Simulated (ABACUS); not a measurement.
Sn under changes of volume

One of the cells (28.673 Å³/atom); the others are scaled copies at fixed shape and fractional positions:

```
CELL_PARAMETERS angstrom
-1.72654 1.77555 2.33834
1.72654 -1.77555 2.33834
1.72654 1.77555 -2.33834
ATOMIC_POSITIONS crystal
Sn 0.00000 0.00000 0.00000
```

This isn't the form of Sn at room conditions, which is tetragonal (white tin).

```yaml
Program: ABACUS 3.10.1
Functional: PBE
Potentials_or_basis: PseudoDojo NC SR 0.4.1 PBE standard
Cutoff: 993 eV
Density_cutoff: 3973 eV
Basis: plane waves
k_mesh: 11 × 11 × 11
Occupations: fermi-dirac, width 0.05 eV
Spin: no spin polarisation
```

```tsv
volume (Å³/atom)	energy over the lowest point (meV/atom)	pressure (GPa)
26.953	?	?
27.526	1.66	1.0
28.100	0.00	0.0
28.673	1.88	-1.0
29.247	6.90	-1.8
29.820	14.70	-2.5
30.394	24.97	-3.2
```

Q: What does the run at 26.953 Å³/atom give?

A: Energy over the lowest point 7.29 meV/atom; pressure 2.2 GPa.

Worked out: A Birch-Murnaghan fit of order 3 (a polynomial in V^(-2/3)) to the other rows has its minimum at 28.07 Å³/atom with B0 = V·E''(V) = 49 GPa and B' = 4.9 at fixed shape and positions, which overstates the stiffness. It gives 7.31 meV/atom at 26.953 Å³/atom, against the run's 7.29, and -dE/dV = 2.2 GPa, against 2.2.

Energies are extrapolated to zero smearing.
